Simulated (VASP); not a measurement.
# CdTe: from the relaxed cell to its vibrations

What lattice, stiffness and vibrations does CdTe have at one level of theory? The starting structure is a measured crystal structure from the Crystallography Open Database. All runs use LDA.

Main program and level: VASP 6.6.1; Kohn-Sham DFT with plane waves and PAW; LDA.

## 1. The structure

The structure is cubic, space group F-43m (No. 216). Conventional cell: a = 6.280 Å, b = 6.280 Å, c = 6.280 Å, α = 90.00°, β = 90.00°, γ = 90.00°. Nearest to Te lie 4 Cd at 2.72 Å. Cd has 4 Te at 2.72 Å nearest. Farther neighbours and most contacts between anions are not listed.

## 2. Relaxation

This run starts from the cell of an earlier relaxation, which isn't shown; the restart sets up the plane waves anew.

INCAR reads:

```
SYSTEM = CdTe
PREC = Accurate
ENCUT = 500
EDIFF = 1E-07
NELM = 100
ISMEAR = 0
SIGMA = 0.03
LREAL = .FALSE.
ALGO = Normal
GGA = CA
NBANDS = 15
LORBIT = 11
LWAVE = .FALSE.
LCHARG = .FALSE.
KPAR = 4
IBRION = 2
NSW = 50
ISIF = 3
EDIFFG = -0.002
```

POSCAR reads:

```
CdTe
1.0
    0.0000000000      3.2106868891      3.2106868891
    3.2106868891      0.0000000000      3.2106868891
    3.2106868891      3.2106868891      0.0000000000
Te Cd
1 1
Direct
    0.7500000000      0.7500000000      0.7500000000
    0.0000000000      0.0000000000      0.0000000000
```

KPOINTS reads:

```
Automatic mesh
0
Gamma
6 6 6
0 0 0
```

Potentials, in the order of the species: Te and Cd (LDA family, release 64).

The run is started by

```bash
mpirun -np 4 vasp_std
```

Log:

```text
[banner, memory and clock lines left out]
running    4 mpi-ranks, on    1 nodes
 distrk:  each k-point on    1 cores,    4 groups
 distr:  one band on    1 cores,    1 groups

 POSCAR found type information on POSCAR TeCd
 POSCAR found :  2 types and       2 ions
 LDA part: xc-table for (Slater(with rela. corr.)+CA(PZ))
 , standard interpolation
 POSCAR, INCAR and KPOINTS ok, starting setup
 FFT: planning ... GRIDC
 FFT: planning ... GRID_SOFT
 FFT: planning ... GRID
 WAVECAR not read
 entering main loop
       N       E                     dE             d eps       ncg     rms          rms(c)
DAV:   1     0.980169080576E+02    0.98017E+02   -0.84991E+03   496   0.103E+03
DAV:   2    -0.261538654390E+01   -0.10063E+03   -0.96703E+02   564   0.248E+02
DAV:   3    -0.625228383882E+01   -0.36369E+01   -0.36299E+01   578   0.480E+01
DAV:   4    -0.628872670342E+01   -0.36443E-01   -0.36440E-01   720   0.426E+00
DAV:   5    -0.628880673627E+01   -0.80033E-04   -0.80032E-04   627   0.190E-01    0.596E+00
DAV:   6    -0.606884038458E+01    0.21997E+00   -0.39049E-01   557   0.829E+00    0.483E+00
DAV:   7    -0.604677082960E+01    0.22070E-01   -0.96916E-02   550   0.219E+00    0.176E+00
DAV:   8    -0.604485182921E+01    0.19190E-02   -0.10256E-02   557   0.127E+00    0.471E-01
DAV:   9    -0.604456999852E+01    0.28183E-03   -0.73607E-04   613   0.303E-01    0.127E-01
DAV:  10    -0.604456006343E+01    0.99351E-05   -0.89561E-05   595   0.834E-02    0.568E-02
DAV:  11    -0.604456402223E+01   -0.39588E-05   -0.19972E-05   566   0.402E-02    0.321E-02
DAV:  12    -0.604456306722E+01    0.95501E-06   -0.20065E-06   543   0.119E-02    0.158E-02
DAV:  13    -0.604456300671E+01    0.60512E-07   -0.58028E-07   585   0.342E-03
   1 F= -.60445630E+01 E0= -.60445630E+01  d E =-.604456E+01
 curvature:   0.00 expect dE= 0.000E+00 dE for cont linesearch  0.000E+00
 trial: gam= 0.00000 g(F)=  0.123E-46 g(S)=  0.584E-06 ort = 0.000E+00 (trialstep = 0.100E+01)
 search vector abs. value=  0.584E-06
 reached required accuracy - stopping structural energy minimisation
```

Wall time 3 s (4 MPI ranks of Intel Xeon 6975P-C (Granite Rapids), shared host); peak memory 0.66 GiB.

The logs omit lines about the potential files and the build; timing stands in the text.

From OUTCAR (step 2):

```text
ion  position               nearest neighbor table
   1  0.750  0.750  0.750-   2 2.78   2 2.78   2 2.78   2 2.78
   2  0.000  0.000  0.000-   1 2.78   1 2.78   1 2.78   1 2.78

  LATTYP: Found a face centered cubic cell.
 ALAT       =     6.4213737782

 Subroutine GETGRP returns: Found 24 space group operations
 (whereof 24 operations were pure point group operations)

The static configuration has the point symmetry T_d .

 Found     16 irreducible k-points:

   k-points           NKPTS =     16   k-points in BZ     NKDIM =     16   number of bands    NBANDS=     15

   dimension x,y,z NGX =    36 NGY =   36 NGZ =   36
   dimension x,y,z NGXF=    72 NGYF=   72 NGZF=   72

   ENCUT  =  500.0 eV  36.75 Ry    6.06 a.u.   8.28  8.28  8.28*2*pi/ulx,y,z

   NELECT =      18.0000    total number of electrons

 k-points in reciprocal lattice and weights: Automatic mesh
   0.00000000  0.00000000  0.00000000       0.005
   0.16666667  0.00000000  0.00000000       0.037
   0.33333333  0.00000000  0.00000000       0.037
   0.50000000  0.00000000  0.00000000       0.019
   0.16666667  0.16666667  0.00000000       0.028
   0.33333333  0.16666667  0.00000000       0.111
   0.50000000  0.16666667  0.00000000       0.111
  -0.33333333  0.16666667  0.00000000       0.111
  -0.16666667  0.16666667  0.00000000       0.056
[...]
-0.33333333  0.33333333  0.16666667       0.111
  -0.33333333  0.50000000  0.16666667       0.056

 average (electrostatic) potential at core
       1 -92.1013       2 -39.6783

 E-fermi :   2.5972

 k-point     1 :       0.0000    0.0000    0.0000
  band No.  band energies     occupation
    ...
      5      -5.6924      2.00000
      6      -5.6924      2.00000
      7       2.4190      2.00000
      8       2.4190      2.00000
      9       2.4190      2.00000
     10       3.0533      0.00000
     11       6.8976      0.00000
     12       6.8976      0.00000
     13       6.8976      0.00000
     14       9.6719      0.00000
    ...

 k-point     2 :       0.1667    0.0000    0.0000
  band No.  band energies     occupation
    ...
      5      -5.6938      2.00000
      6      -5.6938      2.00000
      7       0.5770      2.00000
      8       2.1727      2.00000
      9       2.1727      2.00000
     10       4.1839      0.00000
     11       7.0229      0.00000
     12       7.2505      0.00000
     13       7.2505      0.00000
     14      10.6755      0.00000
    ...

 k-point     3 :       0.3333    0.0000    0.0000
  band No.  band energies     occupation
    ...
      5      -5.6897      2.00000
      6      -5.5997      2.00000
      7      -1.3468      2.00000
      8       1.7655      2.00000
      9       1.7655      2.00000
     10       4.2179      0.00000
     11       7.5398      0.00000
     12       7.5398      0.00000
     13       8.5834      0.00000
     14      10.2855      0.00000
    ...

  Total        0.0028406      0.0028406      0.0028406      0.0000000     -0.0000000     -0.0000000
  in kB        0.0687533      0.0687533      0.0687533      0.0000000     -0.0000000     -0.0000000
  external PRESSURE =       0.0687533 kB  Pullay stress =       0.0000000 kB

  energy-cutoff  :      500.00
  volume of cell :       66.19
      direct lattice vectors                 reciprocal lattice vectors
     0.000000000  3.210686889  3.210686889    -0.155729916  0.155729916  0.155729916
     3.210686889  0.000000000  3.210686889     0.155729916 -0.155729916  0.155729916
     3.210686889  3.210686889  0.000000000     0.155729916  0.155729916 -0.155729916

 POSITION                                       TOTAL-FORCE (eV/Angst)
 -----------------------------------------------------------------------------------
      4.81603      4.81603      4.81603        -0.000000     -0.000000     -0.000000
      0.00000      0.00000      0.00000         0.000000      0.000000      0.000000
 -----------------------------------------------------------------------------------
    total drift:                               -0.000000     -0.000000     -0.000000

  FREE ENERGIE OF THE ION-ELECTRON SYSTEM (eV)
  ---------------------------------------------------
  free  energy   TOTEN  =        -6.0445630067 eV

  energy  without entropy=       -6.0445630067  energy(sigma->0) =       -6.04456301

 reached required accuracy - stopping structural energy minimisation

 total charge
# of ion       s       p       d       tot
------------------------------------------
    1        1.356   2.063   0.024   3.443
    2        0.487   0.337   9.521  10.346
--------------------------------------------------
tot          1.843   2.400   9.546  13.789

[... 3 further parts left out ...]
```

CONTCAR:

```
CdTe
   1.00000000000000
     0.0000000000000000    3.2106868891000002    3.2106868891000002
     3.2106868891000002    0.0000000000000000    3.2106868891000002
     3.2106868891000002    3.2106868891000002    0.0000000000000000
  Te              Cd
     1     1
Direct
     0.7500000000000000    0.7500000000000000    0.7500000000000000
     0.0000000000000000    0.0000000000000000    0.0000000000000000
```

The run keeps the 24 symmetry operations of its start, so it cannot find a distortion of lower symmetry.

The relaxed cell holds 33.097 Å³ an atom, with a = 6.421 Å (+2.3 % against the database cell). Pressures at 0.985 and 1.015 times this volume, from two more relaxations that aren't shown, give a bulk modulus of 45.8 GPa.

## 3. Elastic constants

INCAR reads:

```
SYSTEM = CdTe
PREC = Accurate
ENCUT = 700
EDIFF = 1E-08
NELM = 100
ISMEAR = 0
SIGMA = 0.03
LREAL = .FALSE.
ALGO = Normal
GGA = CA
NBANDS = 15
LORBIT = 11
LWAVE = .FALSE.
LCHARG = .FALSE.
KPAR = 4
IBRION = 6
NFREE = 2
POTIM = 0.015
ISIF = 3
NSW = 1
```

POSCAR is that of step 2.

KPOINTS reads:

```
Automatic mesh
0
Gamma
8 8 8
0 0 0
```

The run is started by

```bash
mpirun -np 4 vasp_std
```

Log:

```text
[... set-up lines as in an earlier step ...]
 entering main loop
       N       E                     dE             d eps       ncg     rms          rms(c)
DAV:   1     0.122695879584E+03    0.12270E+03   -0.98674E+03   870   0.134E+03
DAV:   2    -0.149790832728E+01   -0.12419E+03   -0.11714E+03   961   0.281E+02
DAV:   3    -0.624972102389E+01   -0.47518E+01   -0.47350E+01  1087   0.563E+01
DAV:   4    -0.629319382407E+01   -0.43473E-01   -0.43467E-01  1241   0.494E+00
[...]
DAV:  12    -0.605098247264E+01    0.95509E-06   -0.21199E-06   984   0.129E-02    0.157E-02
DAV:  13    -0.605098239909E+01    0.73553E-07   -0.56937E-07  1066   0.371E-03    0.266E-03
DAV:  14    -0.605098239157E+01    0.75170E-08   -0.55740E-08  1129   0.268E-03
   1 F= -.60509824E+01 E0= -.60509824E+01  d E =-.550123E-22
[... from here on, the cycles between the ionic steps are left out ...]
   2 F= -.60482064E+01 E0= -.60482064E+01  d E =-.158282E-17
   3 F= -.60483108E+01 E0= -.60483108E+01  d E =-.132415E-19
   4 F= -.60482065E+01 E0= -.60482065E+01  d E =-.158705E-17
   5 F= -.60483108E+01 E0= -.60483108E+01  d E =-.132417E-19
   6 F= -.60482064E+01 E0= -.60482064E+01  d E =-.158702E-17
   7 F= -.60483108E+01 E0= -.60483108E+01  d E =-.132428E-19
   8 F= -.60490279E+01 E0= -.60490279E+01  d E =-.650615E-18
   9 F= -.60490279E+01 E0= -.60490279E+01  d E =-.656310E-18
  10 F= -.60490279E+01 E0= -.60490279E+01  d E =-.653613E-18
  11 F= -.60490279E+01 E0= -.60490279E+01  d E =-.655563E-18
  12 F= -.60490279E+01 E0= -.60490279E+01  d E =-.653696E-18
  13 F= -.60490279E+01 E0= -.60490279E+01  d E =-.655570E-18
  14 F= -.60504362E+01 E0= -.60504362E+01  d E =-.357117E-20
  15 F= -.60504362E+01 E0= -.60504362E+01  d E =-.341377E-20
  16 F= -.60504358E+01 E0= -.60504358E+01  d E =-.356803E-20
  17 F= -.60504358E+01 E0= -.60504358E+01  d E =-.356849E-20
 Finite differences progress:
  Degree of freedom:   8/  8
  Displacement:        2/  2
  Total:              16/ 16
```

Run time: 3.9 min. Hardware: 4 MPI ranks; peak memory 2 GiB.

From OUTCAR (step 3):

```text
  Total       -0.0052109     -0.0033891     -0.0033891      0.0000000      0.0961723      0.0000000
  in kB       -0.1261236     -0.0820300     -0.0820300      0.0000000      2.3277523      0.0000000
  external PRESSURE =      -0.0967279 kB  Pullay stress =       0.0000000 kB

 POSITION                                       TOTAL-FORCE (eV/Angst)
 -----------------------------------------------------------------------------------
      4.81603      4.81603      4.81603        -0.072782      0.000000      0.000000
     -0.01500      0.00000      0.00000         0.072782      0.000000      0.000000
 -----------------------------------------------------------------------------------
    total drift:                                0.000011     -0.000000     -0.000000

  FREE ENERGIE OF THE ION-ELECTRON SYSTEM (eV)
  ---------------------------------------------------
  free  energy   TOTEN  =        -6.0504357828 eV

  energy  without entropy=       -6.0504357828  energy(sigma->0) =       -6.05043578

[... 3 further parts left out ...]
[key lines of the parts left out:]
E-fermi :   2.6089
```

The last energy, forces and stress in OUTCAR belong to the last displaced cell, not to that of POSCAR.

The elastic tensor has C11 = 58.6, C12 = 40.1, C44 = 21.6 GPa; its Hill averages are a bulk modulus of 46.3 and a shear modulus of 15.4 GPa.

## 4. Modes of the relaxed cell

INCAR reads:

```
SYSTEM = CdTe
PREC = Accurate
ENCUT = 500
EDIFF = 1E-08
NELM = 100
ISMEAR = 0
SIGMA = 0.03
LREAL = .FALSE.
ALGO = Normal
GGA = CA
NBANDS = 15
LORBIT = 11
LWAVE = .FALSE.
LCHARG = .FALSE.
KPAR = 4
IBRION = 8
LEPSILON = .TRUE.
LPEAD = .TRUE.
ISIF = 2
```

POSCAR is that of step 3.

KPOINTS reads:

```
Automatic mesh
0
Gamma
12 12 12
0 0 0
```

The run is started by

```bash
mpirun -np 4 vasp_std
```

Log:

```text
[... set-up lines as in an earlier step ...]
 entering main loop
       N       E                     dE             d eps       ncg     rms          rms(c)
DAV:   1     0.102511968333E+03    0.10251E+03   -0.81837E+03  2176   0.101E+03
DAV:   2    -0.244852061799E+01   -0.10496E+03   -0.10018E+03  2489   0.252E+02
DAV:   3    -0.625718511373E+01   -0.38087E+01   -0.38006E+01  2650   0.499E+01
DAV:   4    -0.629388904880E+01   -0.36704E-01   -0.36702E-01  3265   0.432E+00
[...]
DAV:  12    -0.605238464191E+01    0.94997E-06   -0.20481E-06  2430   0.120E-02    0.155E-02
DAV:  13    -0.605238457819E+01    0.63718E-07   -0.55620E-07  2671   0.341E-03    0.260E-03
DAV:  14    -0.605238457082E+01    0.73669E-08   -0.49783E-08  2839   0.255E-03
   1 F= -.60523846E+01 E0= -.60523846E+01  d E =-.706755E-11
 Linear response reoptimize wavefunctions to high precision
DAV:   1    -0.605238456947E+01    0.13547E-08   -0.66150E-09  2405   0.728E-04
DAV:   2    -0.605238456944E+01    0.31832E-10   -0.21511E-10  1395   0.106E-04
 Linear response to external field (no local field effect), progress :
[...]
RMM:   9    -0.496188715577E-01    0.91335E-08   -0.31156E-09 14232   0.397E-05    0.930E-06
 first order change of Fermi-energy   0.14811E-03
 force on displaced ion       1 direction 1 :  -4.855  -0.000  -0.000
 Born effective charge ion    1 direction 1 :  -2.127   0.000   0.000
 Linear response progress:
  Degree of freedom:   2/  2
       N       E                     dE             d eps       ncg     rms          rms(c)
RMM:   1    -0.432760847959E+00   -0.43276E+00   -0.22469E-01 13995   0.329E+00
RMM:   2    -0.432778855702E+00   -0.18008E-04   -0.21506E-03 12712   0.350E-01    0.101E-01
RMM:   3    -0.432441313569E+00    0.33754E-03   -0.38376E-05 13748   0.448E-02    0.587E-02
RMM:   4    -0.432058008723E+00    0.38330E-03   -0.22123E-05 12484   0.290E-02    0.736E-03
[...]
RMM:  10    -0.432082660189E+00   -0.91200E-07   -0.26874E-11 14356   0.314E-05    0.352E-06
RMM:  11    -0.432082641950E+00    0.18240E-07    0.15071E-09 14940   0.814E-06    0.854E-07
RMM:  12    -0.432082634806E+00    0.71442E-08    0.11758E-09 10709   0.339E-06    0.364E-07
 first order change of Fermi-energy   0.28052E-04
 force on displaced ion       2 direction 1 :  -4.824  -0.000  -0.000
 Born effective charge ion    2 direction 1 :   2.126   0.000   0.000
 Born effective charges drift removed
 Linear response finished
```

The job ended after 3.1 min (4 MPI ranks; peak memory 3.7 GiB).

Parts of OUTCAR (step 4):

```text
  Total       -0.0031766     -0.0031766     -0.0031766      0.0000000     -0.0000000      0.0000000
  in kB       -0.0768855     -0.0768855     -0.0768855      0.0000000     -0.0000000      0.0000000
  external PRESSURE =      -0.0768855 kB  Pullay stress =       0.0000000 kB

 POSITION                                       TOTAL-FORCE (eV/Angst)
 -----------------------------------------------------------------------------------
      4.81603      4.81603      4.81603         0.000000      0.000000      0.000000
      0.00000      0.00000      0.00000        -0.000000     -0.000000     -0.000000
 -----------------------------------------------------------------------------------
    total drift:                               -0.000000     -0.000000     -0.000000

 MACROSCOPIC STATIC DIELECTRIC TENSOR (including local field effects in DFT)
 ------------------------------------------------------
           9.069305     0.000000    -0.000000
           0.000000     9.069305     0.000000
           0.000000    -0.000000     9.069305
 ------------------------------------------------------

 MACROSCOPIC STATIC DIELECTRIC TENSOR IONIC CONTRIBUTION
 ------------------------------------------------------
           2.556721    -0.000000    -0.000000
          -0.000000     2.556721    -0.000000
          -0.000000    -0.000000     2.556721
 ------------------------------------------------------

[... 1 part as in an earlier step ...]

[... 1 further part left out ...]
```

The zone-centre modes at 33.097 Å³ an atom are T2 148.4 cm⁻¹.

(Continued in part 2 of 2.)

[Lines on the potential files, build, host, timing and source positions are cut from VASP's logs without a mark.]

[Logs are printed without paths, hosts, clocks, repeated set-up lines and the standing remarks that a program may print on its own settings, such as how far it seeks lower states.]

[Hosts, paths, dates, database ids (printed as entryN), source tags and the programs' standing remarks are cut or masked in the printed files.]
